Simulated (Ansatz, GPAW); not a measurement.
This is a calculation of V for GPAW 26.7.0 (ASE script). 

The input run.py:

```python
from ase.dft.bandgap import bandgap
from ase.io import read, write
from ase.units import GPa
from gpaw import GPAW, PW

atoms = read('POSCAR')
atoms.set_initial_magnetic_moments([2.0])

calc = GPAW(mode=PW(600),
            xc='PBE',
            kpts={'size': (12, 12, 12), 'gamma': True},
            occupations={'name': 'methfessel-paxton', 'order': 0, 'width': 0.011},
            nbands=15,
            convergence={'density': 1e-05, 'energy': 1e-05},
            maxiter=150,
            txt='gpaw.txt')
atoms.calc = calc
energy = atoms.get_potential_energy()
forces = atoms.get_forces()
stress = atoms.get_stress()
calc.write('gs.gpw')
write('result.traj', atoms)
print(f'Energy: {energy:.6f} eV')
print('Forces (eV/A):')
print(forces.round(4))
print('Stress (GPa):', (stress / GPa).round(3))
print('Moments:', calc.get_magnetic_moments().round(3))
print('Fermi level:', round(calc.get_fermi_level(), 4), 'eV')
print(f'Gap: {bandgap(calc)[0]:.4f} eV, direct: {bandgap(calc, direct=True)[0]:.4f} eV')
```

Contents of POSCAR:

```
V
1.0
   -1.5143500000      1.5143500000      1.5143500000
    1.5143500000     -1.5143500000      1.5143500000
    1.5143500000      1.5143500000     -1.5143500000
V
1
Direct
    0.0000000000      0.0000000000      0.0000000000
```

Potentials or basis: GPAW PAW data sets (gpaw-data 1.2.1), pw.

Launch:

```console
$ OMP_NUM_THREADS=1 python run.py
```

Task: What does the same run look like in Ansatz 0.2.0? Potentials or basis there: all-electron LAPW, scalar-relativistic.

Result: As run (cutoffs and basis follow the program's own potentials, and thresholds, step limits or extra output files can differ):

The input input.yaml:

```yaml
crystal:
  lattice:
    - [-1.51435, 1.51435, 1.51435]
    - [1.51435, -1.51435, 1.51435]
    - [1.51435, 1.51435, -1.51435]
  atoms:
    - { symbol: V, position: [0.0, 0.0, 0.0], spin: 2.0 }
kpoints:
  mp_grid: { grid: [12, 12, 12] }
scf:
  occupations: { method: gaussian, width: 0.011 }
hamiltonian:
  xc: pbe
  pseudopotentials: { kind: all_electron, lapw: { basis_error: 0.001 } }
magnetization:
  spin_polarized: true
output:
  forces: true
  stress: true
  eigenvalues: true
```

Potentials or basis: all-electron LAPW, scalar-relativistic.

The run is started by

```sh
$ ansatz run input.yaml --threads 2 --pin off --max-ram 6144MiB --backend cpu --events-out ev --progress --plain --runs-dir out
```

Both were run:

|  | GPAW | Ansatz |
| --- | --- | --- |
| Pressure | -4.2 GPa | -5.2 GPa |
| Net moment | 0.10 μB per cell | 0.12 μB per cell |

Where Ansatz's input types no cutoff or centring, it takes its own default and a Γ-centred mesh.

The magnetic state is the one that the start led to; the real crystal's order can differ.

Pressure is positive in compression.
